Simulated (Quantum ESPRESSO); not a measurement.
# GaP (R-3m) in Quantum ESPRESSO: notebook

Runs on GaP. Level: PBEsol. Tasks: single point, equation of state.

All numbers are computed with Quantum ESPRESSO 7.5; they aren't measurements. Logs are shortened: lines on timing, memory, paths and dates and some standing lists are left out, and cuts for length are marked.

**1. The structure**

The structure is trigonal, space group R-3m (No. 166). Conventional cell: a = 3.886 Å, b = 3.886 Å, c = 19.292 Å, α = 90.00°, β = 90.00°, γ = 120.00°. Around Ga (site symmetry 3m) lie 3 P at 2.40 Å and 1 Ga at 2.49 Å. Around P (site symmetry 3m) lie 1 P at 2.21 Å and 3 Ga at 2.40 Å.

Measurements of this composition are mostly on another form, of space group No. 216.

**2. Single point, PBEsol, 19.76 Å³/atom**

The input, pw.in:

```
&CONTROL
  calculation = 'scf'
  prefix = 'pwscf'
  outdir = './tmp'
  pseudo_dir = './pseudo'
  tstress = .true.
  disk_io = 'nowf'
/
&SYSTEM
  ibrav = 0
  nat = 4
  ntyp = 2
  ecutwfc = 56
  ecutrho = 448
  nbnd = 33
  occupations = 'smearing'
  smearing = 'fd'
  degauss = 0.00367493
/
&ELECTRONS
  conv_thr = 8d-10
  electron_maxstep = 120
  mixing_beta = 0.5
/
ATOMIC_SPECIES
Ga    69.7230 ga_pbesol_v1.4.uspp.F.UPF
P     30.9738 p_pbesol_v1.5.uspp.F.UPF
CELL_PARAMETERS angstrom
   1.9033506749    1.0989000245    6.2995322420
  -1.9033506749    1.0989000245    6.2995322420
   0.0000000000   -2.1978000491    6.2995322420
ATOMIC_POSITIONS crystal
Ga     0.5646280000    0.5646280000    0.5646280000
Ga     0.4353720000    0.4353720000    0.4353720000
P      0.9426110000    0.9426110000    0.9426110000
P      0.0573890000    0.0573890000    0.0573890000
K_POINTS automatic
8 8 8 0 0 0
```

Potentials or basis: GBRV 1.5 PBEsol.

Command:

```console
OMP_NUM_THREADS=1 mpirun -n 2 pw.x -nk 2 -in pw.in > pw.out
```

pw.out:

```text
This program is part of the open-source Quantum ESPRESSO suite
     for quantum simulation of materials; please cite
[... 13 lines left out ...]
     --------------------
     sticks:   dense  smooth     PW     G-vecs:    dense   smooth      PW
     Sum        3105    1549    485                85419    30255    5317

     Using Slab Decomposition

     bravais-lattice index     =            0
     lattice parameter (alat)  =      12.6081  a.u.
     unit-cell volume          =     533.4984 (a.u.)^3
     number of atoms/cell      =            4
     number of atomic types    =            2
     number of electrons       =        48.00
     number of Kohn-Sham states=           33
     kinetic-energy cutoff     =      56.0000  Ry
     charge density cutoff     =     448.0000  Ry
     scf convergence threshold =      8.0E-10
     mixing beta               =       0.5000
     number of iterations used =            8  plain     mixing
     Exchange-correlation= SLA  PW   PSX  PSC
                           (   1   4  10   8   0   0   0)

     celldm(1)=  12.608089  celldm(2)=   0.000000  celldm(3)=   0.000000
     celldm(4)=   0.000000  celldm(5)=   0.000000  celldm(6)=   0.000000

     crystal axes: (cart. coord. in units of alat)
               a(1) = (   0.285278   0.164705   0.944187 )
               a(2) = (  -0.285278   0.164705   0.944187 )
               a(3) = (   0.000000  -0.329411   0.944187 )

     reciprocal axes: (cart. coord. in units 2 pi/alat)
               b(1) = (  1.752676  1.011908  0.353038 )
               b(2) = ( -1.752676  1.011908  0.353038 )
               b(3) = (  0.000000 -2.023816  0.353038 )

     PseudoPot. # 1 for Ga read from file:
     ga_pbesol_v1.4.uspp.F.UPF
     Pseudo is Ultrasoft + core correction, Zval = 19.0
     Generated by new atomic code, or converted to UPF format
     Using radial grid of  871 points,  6 beta functions with:
                l(1) =   0
                l(2) =   0
                l(3) =   1
                l(4) =   1
                l(5) =   2
                l(6) =   2
     Q(r) pseudized with  8 coefficients,  rinner =    1.250   1.250   1.250
                                                       1.250   1.250

     PseudoPot. # 2 for P  read from file:
     p_pbesol_v1.5.uspp.F.UPF
     Pseudo is Ultrasoft + core correction, Zval =  5.0
     Generated by new atomic code, or converted to UPF format
     Using radial grid of  903 points,  6 beta functions with:
                l(1) =   0
                l(2) =   0
                l(3) =   1
                l(4) =   1
                l(5) =   2
                l(6) =   2
     Q(r) pseudized with  8 coefficients,  rinner =    1.300   1.300   1.300
                                                       1.300   1.300

     atomic species   valence    mass     pseudopotential
     Ga               19.00    69.72300     Ga( 1.00)
     P                 5.00    30.97380     P ( 1.00)

     12 Sym. Ops., with inversion, found

   Cartesian axes

     site n.     atom                  positions (alat units)
         1        Ga     tau(   1) = (   0.0000000  -0.0000000   1.5993428  )
         2        Ga     tau(   2) = (  -0.0000000  -0.0000000   1.2332174  )
         3        P      tau(   3) = (   0.0000000  -0.0000000   2.6700024  )
         4        P      tau(   4) = (   0.0000000  -0.0000000   0.1625578  )

     number of k points=    65  Fermi-Dirac smearing, width (Ry)=  0.0037
                       cart. coord. in units 2pi/alat
        k(    1) = (   0.0000000   0.0000000   0.0000000), wk =   0.0039062
        k(    2) = (   0.0000000  -0.2529770   0.0441297), wk =   0.0234375
        k(    3) = (   0.0000000  -0.5059539   0.0882594), wk =   0.0234375
        k(    4) = (   0.0000000  -0.7589309   0.1323891), wk =   0.0234375
        k(    5) = (  -0.0000000   1.0119079  -0.1765188), wk =   0.0117188
        k(    6) = (  -0.2190845  -0.1264885   0.0882594), wk =   0.0234375
[... 57 lines left out ...]
        k(   64) = (   1.5335914   0.6324424  -0.1765188), wk =   0.0234375
        k(   65) = (  -0.0000000   0.0000000  -0.5295563), wk =   0.0039062

     Dense  grid:    85419 G-vectors     FFT dimensions: (  90,  90,  90)

     Smooth grid:    30255 G-vectors     FFT dimensions: (  64,  64,  64)

     Initial potential from superposition of free atoms

     starting charge      45.9997, renormalised to      48.0000
     Starting wfcs are   32 randomized atomic wfcs +    1 random wfcs

     Self-consistent Calculation

     iteration #  1     ecut=    56.00 Ry     beta= 0.50
     Davidson diagonalization with overlap
     ethr =  1.00E-02,  avg # of iterations =  6.3

     total energy              =    -853.48890298 Ry
     estimated scf accuracy    <      14.46672485 Ry

     iteration #  2     ecut=    56.00 Ry     beta= 0.50
     Davidson diagonalization with overlap
     ethr =  1.00E-02,  avg # of iterations =  3.0
[... 18 lines left out ...]
     iteration #  5     ecut=    56.00 Ry     beta= 0.50
     Davidson diagonalization with overlap
     ethr =  3.47E-04,  avg # of iterations =  2.2

     total energy              =    -861.02520168 Ry
     estimated scf accuracy    <       0.00125662 Ry

     iteration #  6     ecut=    56.00 Ry     beta= 0.50
     Davidson diagonalization with overlap
     c_bands:  1 eigenvalues not converged
     ethr =  2.62E-06,  avg # of iterations =  8.6

     total energy              =    -861.02575791 Ry
     estimated scf accuracy    <       0.00086557 Ry

     iteration #  7     ecut=    56.00 Ry     beta= 0.50
     Davidson diagonalization with overlap
     ethr =  1.80E-06,  avg # of iterations =  2.1

     total energy              =    -861.02603496 Ry
     estimated scf accuracy    <       0.00010353 Ry
[... 26 lines left out ...]
     total energy              =    -861.02606258 Ry
     estimated scf accuracy    <          3.9E-09 Ry

     iteration # 12     ecut=    56.00 Ry     beta= 0.50
     Davidson diagonalization with overlap
     ethr =  8.13E-12,  avg # of iterations =  3.4

     End of self-consistent calculation

          k = 0.0000 0.0000 0.0000 (  3809 PWs)   bands (ev):

   -85.7204 -85.7204 -85.7192 -85.7192 -85.7039 -85.6883  -6.5293  -6.3769
    -6.3769  -6.3579  -6.3579  -6.2956  -6.2956  -6.1659  -6.1585  -6.1585
    -5.3182  -2.4160   0.7412   6.3780   6.3780   8.0366   8.3023   8.3023
     9.4254  10.2438  11.0566  11.9265  11.9265  12.5866  12.5866  16.3815
    16.6157

          k = 0.0000-0.2530 0.0441 (  3772 PWs)   bands (ev):
[... 321 lines left out ...]
   -85.7205 -85.7205 -85.7193 -85.7192 -85.7039 -85.6883  -6.5168  -6.4774
    -6.4341  -6.3645  -6.3451  -6.2856  -6.2704  -6.1907  -6.1694  -6.0653
    -3.5349  -0.5804   0.8633   1.6477   3.8049   4.1812   4.7926   7.0965
     9.8884  10.7257  12.5747  12.9134  13.9337  15.1492  16.0704  16.3571
    17.3371

          k = 1.0954-0.1265-0.1765 (  3762 PWs)   bands (ev):

   -85.7205 -85.7205 -85.7193 -85.7192 -85.7039 -85.6883  -6.5229  -6.4805
    -6.4270  -6.3614  -6.3471  -6.2857  -6.2700  -6.1786  -6.1778  -6.0650
    -3.5589  -0.5662   0.7479   2.1567   3.6065   4.1391   4.4732   6.5932
    11.0104  11.2118  13.0988  13.1226  13.6453  14.1635  15.3445  16.6734
    16.6795

          k = 0.8763 0.5060-0.2206 (  3779 PWs)   bands (ev):

   -85.7205 -85.7204 -85.7193 -85.7192 -85.7039 -85.6883  -6.5230  -6.4735
    -6.4352  -6.3746  -6.3235  -6.3020  -6.2551  -6.2050  -6.1601  -6.0683
    -3.7099  -0.9322   0.8333   1.4593   4.1314   4.9921   6.9082   7.2532
     9.2206   9.6380  10.3959  12.1722  12.5192  16.1475  16.9617  18.0675
    18.4798
[... 163 lines left out ...]
   -85.7204 -85.7204 -85.7192 -85.7192 -85.7039 -85.6883  -6.5248  -6.3738
    -6.3738  -6.3616  -6.3616  -6.2972  -6.2972  -6.1973  -6.1563  -6.1563
    -5.0374  -3.2514   2.9552   4.4896   6.4764   6.4764   8.0197   8.0197
     9.4673  10.8046  12.0899  12.0899  13.3244  13.3244  14.6853  15.0580
    16.0880

     the Fermi energy is     8.6684 ev

!    total energy              =    -861.02606258 Ry
     estimated scf accuracy    <          4.4E-11 Ry
     smearing contrib. (-TS)   =      -0.00000068 Ry
     internal energy E=F+TS    =    -861.02606190 Ry

     The total energy is F=E-TS. E is the sum of the following terms:
     one-electron contribution =    -806.81235555 Ry
     hartree contribution      =     420.54527484 Ry
     xc contribution           =    -107.84173778 Ry
     ewald contribution        =    -366.91724341 Ry

     convergence has been achieved in  12 iterations

     Computing stress (Cartesian axis) and pressure

          total   stress  (Ry/bohr**3)                   (kbar)     P=       19.27
   0.00010185  -0.00000000  -0.00000000           14.98       -0.00       -0.00
   0.00000000   0.00010185   0.00000000            0.00       14.98        0.00
   0.00000000   0.00000000   0.00018918            0.00        0.00       27.83

=------------------------------------------------------------------------------=
   JOB DONE.
=------------------------------------------------------------------------------=
```

It took 1.8 min on 2 MPI ranks of AMD EPYC 9R45 (Zen 5), shared host; peak memory 0.64 GiB.

Results:

* Free energy: -11714.8564 eV
* Pressure: 1.9 GPa
* Band gap on the k mesh: 0.72 eV, indirect (least direct gap 1.12 eV)

**3. Single point, PBEsol, 20.18 Å³/atom**

Edit pw.in of step 2 so:

```diff
@@ -28,5 +28,5 @@
 CELL_PARAMETERS angstrom
-   1.9033506749    1.0989000245    6.2995322420
-  -1.9033506749    1.0989000245    6.2995322420
-   0.0000000000   -2.1978000491    6.2995322420
+   1.9167549946    1.1066390121    6.3438966068
+  -1.9167549946    1.1066390121    6.3438966068
+   0.0000000000   -2.2132780241    6.3438966068
 ATOMIC_POSITIONS crystal
```

Potentials or basis: GBRV 1.5 PBEsol.

Command:

```console
OMP_NUM_THREADS=1 mpirun -n 2 pw.x -nk 2 -in pw.in > pw.out
```

It took 1.8 min on 2 MPI ranks of AMD EPYC 9R45 (Zen 5), shared host; peak memory 0.64 GiB.

The run converged. Its results:

| Quantity | Value |
| --- | --- |
| Free energy | -11714.8677 eV |
| Pressure | 0.2 GPa |
| Band gap on the k mesh | 0.73 eV, indirect (least direct gap 1.09 eV) |

**4. Single point, PBEsol, 20.61 Å³/atom**

Edit pw.in of step 3 so:

```diff
@@ -28,5 +28,5 @@
 CELL_PARAMETERS angstrom
-   1.9167549946    1.1066390121    6.3438966068
-  -1.9167549946    1.1066390121    6.3438966068
-   0.0000000000   -2.2132780241    6.3438966068
+   1.9299744123    1.1142712464    6.3876490005
+  -1.9299744123    1.1142712464    6.3876490005
+   0.0000000000   -2.2285424929    6.3876490005
 ATOMIC_POSITIONS crystal
```

Command:

```console
OMP_NUM_THREADS=1 mpirun -n 2 pw.x -nk 2 -in pw.in > pw.out
```

Wall time 1.8 min (2 MPI ranks of AMD EPYC 9R45 (Zen 5), shared host); peak memory 0.66 GiB.

It converged, with:

```
Free energy            : -11714.8614 eV
Pressure               : -1.4 GPa
Band gap on the k mesh : 0.74 eV, indirect (least direct gap 1.05 eV)
```

**5. Single point, PBEsol, 21.03 Å³/atom**

Edit pw.in of step 4 so:

```diff
@@ -28,5 +28,5 @@
 CELL_PARAMETERS angstrom
-   1.9299744123    1.1142712464    6.3876490005
-  -1.9299744123    1.1142712464    6.3876490005
-   0.0000000000   -2.2285424929    6.3876490005
+   1.9430151755    1.1218003346    6.4308101003
+  -1.9430151755    1.1218003346    6.4308101003
+   0.0000000000   -2.2436006692    6.4308101003
 ATOMIC_POSITIONS crystal
```

Command:

```console
OMP_NUM_THREADS=1 mpirun -n 2 pw.x -nk 2 -in pw.in > pw.out
```

Wall time 1.8 min (2 MPI ranks of AMD EPYC 9R45 (Zen 5), shared host); peak memory 0.68 GiB.

It converged, with:

- Free energy: -11714.8394 eV
- Pressure: -2.8 GPa
- Band gap on the k mesh: 0.73 eV, indirect (least direct gap 1.03 eV)

**6. Single point, PBEsol, 21.45 Å³/atom**

Edit pw.in of step 5 so:

```diff
@@ -28,5 +28,5 @@
 CELL_PARAMETERS angstrom
-   1.9430151755    1.1218003346    6.4308101003
-  -1.9430151755    1.1218003346    6.4308101003
-   0.0000000000   -2.2436006692    6.4308101003
+   1.9558832007    1.1292296924    6.4733994878
+  -1.9558832007    1.1292296924    6.4733994878
+   0.0000000000   -2.2584593848    6.4733994878
 ATOMIC_POSITIONS crystal
```

Potentials or basis: GBRV 1.5 PBEsol.

Command:

```console
OMP_NUM_THREADS=1 mpirun -n 2 pw.x -nk 2 -in pw.in > pw.out
```

It took 1.7 min on 2 MPI ranks of AMD EPYC 9R45 (Zen 5), shared host; peak memory 0.68 GiB.

It converged, with:

| Item | Value |
| --- | --- |
| Free energy | -11714.8036 eV |
| Pressure | -4.1 GPa |
| Band gap on the k mesh | 0.73 eV, indirect (least direct gap 0.98 eV) |

**7. Single point, PBEsol, 21.87 Å³/atom**

Edit pw.in of step 6 so:

```diff
@@ -28,5 +28,5 @@
 CELL_PARAMETERS angstrom
-   1.9558832007    1.1292296924    6.4733994878
-  -1.9558832007    1.1292296924    6.4733994878
-   0.0000000000   -2.2584593848    6.4733994878
+   1.9685840968    1.1365625582    6.5154357273
+  -1.9685840968    1.1365625582    6.5154357273
+   0.0000000000   -2.2731251164    6.5154357273
 ATOMIC_POSITIONS crystal
```

Command:

```console
OMP_NUM_THREADS=1 mpirun -n 2 pw.x -nk 2 -in pw.in > pw.out
```

Run time: 99 s. Hardware: 2 MPI ranks of AMD EPYC 9R45 (Zen 5), shared host; peak memory 0.68 GiB.

The run converged. Its results:

```yaml
Free_energy: -11714.7553 eV
Pressure: -5.2 GPa
Band_gap_on_the_k_mesh: 0.71 eV, indirect (least direct gap 0.93 eV)
```

**8. Single point, PBEsol, 22.29 Å³/atom**

Edit pw.in of step 7 so:

```diff
@@ -28,5 +28,5 @@
 CELL_PARAMETERS angstrom
-   1.9685840968    1.1365625582    6.5154357273
-  -1.9685840968    1.1365625582    6.5154357273
-   0.0000000000   -2.2731251164    6.5154357273
+   1.9811231871    1.1438020054    6.5569364368
+  -1.9811231871    1.1438020054    6.5569364368
+   0.0000000000   -2.2876040107    6.5569364368
 ATOMIC_POSITIONS crystal
```

Command:

```console
OMP_NUM_THREADS=1 mpirun -n 2 pw.x -nk 2 -in pw.in > pw.out
```

Wall time 100 s (2 MPI ranks of AMD EPYC 9R45 (Zen 5), shared host); peak memory 0.68 GiB.

Results (log left out):

```yaml
Free_energy: -11714.6959 eV
Pressure: -6.2 GPa
Band_gap_on_the_k_mesh: 0.70 eV, indirect (least direct gap 0.87 eV)
```

**9. Equation of state, PBEsol**

Potentials or basis: GBRV 1.5 PBEsol.

No new run: the results of the series are fitted here.

What came out:

- Equilibrium volume: 20.24 Å³/atom
- Bulk modulus at fixed shape and positions: 79 GPa
- Pressure derivative of the bulk modulus: 4.6

Energy against volume, from the lowest point:
| volume (Å³/atom) | energy (meV/atom) |
| --- | --- |
| 19.764 | 2.82 |
| 20.185 | 0.00 |
| 20.605 | 1.57 |
| 21.026 | 7.05 |
| 21.446 | 16.02 |
| 21.867 | 28.10 |
| 22.287 | 42.93 |

Caveat: the cell was scaled at fixed shape and fractional positions, which overstates the stiffness of a crystal with free parameters, most of all of layers and chains.
